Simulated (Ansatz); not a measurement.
# Structure search for TiAl3

Computed with Ansatz, DFT PBE, scalar-relativistic, plane waves, PAW. Settings: cutoff 420 eV, Γ-centred meshes spaced at most about 0.3 Å⁻¹, and about 0.25 Å⁻¹ or finer for metals (2π included), Gaussian smearing. Cells run with spin keep no moment; the others have no spin polarisation.

The zero of energy is the elements' standard structures at the same level; no fitted shifts are applied.

These are static total energies at zero pressure. Only the structures computed here compete, so a lower one can exist. For metals, differences of a few meV/atom aren't resolved.

Invented guesses and database cells were relaxed alike, and ends that match in structure were merged. ΔE counts from the first row. Coordination counts all near atoms (those within 1.25 times the shortest distance at each site; a slash parts the counts of unlike sites). The ends were matched against large subsets of the Crystallography Open Database and the Materials Project, so a missing match doesn't prove that a structure is unreported.

| # | reached from | type and space group | atoms | Å³/atom | coordination | ΔE (meV/atom) | gap on mesh (eV) | in databases | checks |
| --- | --- | --- | --- | --- | --- | --- | --- | --- | --- |
| 1 | ZrAl3 type (I4/mmm) | I4/mmm (No. 139) | 8 | 15.8 | Ti 12, Al 12 | 0 | 0.00 | no match | - |
| 2 | a Materials Project cell | TiAl3 (D0_22), I4/mmm (No. 139) | 4 | 15.9 | Ti 12, Al 12 | 5 | 0.00 | Materials Project | no imaginary mode at Γ (other wave vectors untested) |
| 3 | a Materials Project cell | Cu3Au (L1_2), Pm-3m (No. 221) | 4 | 15.8 | Ti 12, Al 12 | 33 | 0.00 | Materials Project | no imaginary mode on a 2×2×2 q mesh |
| 4 | TmCd3 type (Cmcm), changed on relaxing | Ni3Sn (D0_19), P6_3/mmc (No. 194) | 8 | 15.9 | Ti 12, Al 12 | 85 | 0.00 | no match | - |
| 5 | a Materials Project cell | Pmm2 (No. 25) | 4 | 16.3 | Ti 12, Al 12 | 162 | 0.00 | Materials Project | - |
| 6 | random cell | P4/mmm (No. 123) | 4 | 18.2 | Ti 12, Al 6/9 | 345 | 0.00 | no match | - |
| 7 | random cell | P4mm (No. 99) | 4 | 24.8 | Ti 5, Al 5/8 | 992 | 0.00 | no match | - |

The first two are tied within the noise. The first: Space group I4/mmm (No. 139), tetragonal, a = 3.899 Å, c = 16.668 Å. Ti has 12 Al at 2.76–2.93 Å; Al on a site of symmetry mmm has 8 Al at 2.76–2.85 Å and 4 Ti at 2.78 Å; Al on a site of symmetry -4m2 has 8 Al at 2.76–2.86 Å and 4 Ti at 2.93 Å; Al on a site of symmetry 4mm has 4 Ti at 2.76 Å and 8 Al at 2.85–2.86 Å. Its energy over the elements is −0.40 eV/atom. Whether it is stable depends on the other phases of the system, which aren't compared here. It is an invented cell; the lowest one relaxed from a database has the TiAl3 (D0_22) type, space group I4/mmm (No. 139) and lies 5 meV/atom higher.

```
Ti Al
1.0
    -1.94931    1.94931    8.33385
     1.94931   -1.94931    8.33385
     1.94931    1.94931   -8.33385
Ti Al
2 6
Direct
  0.11913 0.11913 0.00000
  0.88087 0.88087 0.00000
  0.50000 0.00000 0.50000
  0.00000 0.50000 0.50000
  0.75000 0.25000 0.50000
  0.25000 0.75000 0.50000
  0.37518 0.37518 0.00000
  0.62482 0.62482 0.00000
```

The second: Space group I4/mmm (No. 139), tetragonal, a = 3.845 Å, c = 8.622 Å. Ti is surrounded by 4 Al at 2.72 Å and 8 Al at 2.89 Å; Al on a site of symmetry 4/mmm has 4 Ti at 2.72 Å and 8 Al at 2.89 Å; Al on a site of symmetry -4m2 has 4 Al at 2.72 Å, 4 Al at 2.89 Å and 4 Ti at 2.89 Å. Counting all near atoms, the first and the second both have Ti 12, Al 12. Shaken at random and relaxed again, row 3 came back. Cells without such a test can be saddle points.

```
Ti Al
1.0
    -1.92273    1.92273    4.31118
     1.92273   -1.92273    4.31118
     1.92273    1.92273   -4.31118
Ti Al
1 3
Direct
  0.00000 0.00000 0.00000
  0.50000 0.50000 0.00000
  0.75000 0.25000 0.50000
  0.25000 0.75000 0.50000
```

Some types were kept out of the candidates beforehand, so the set may lack a known form.
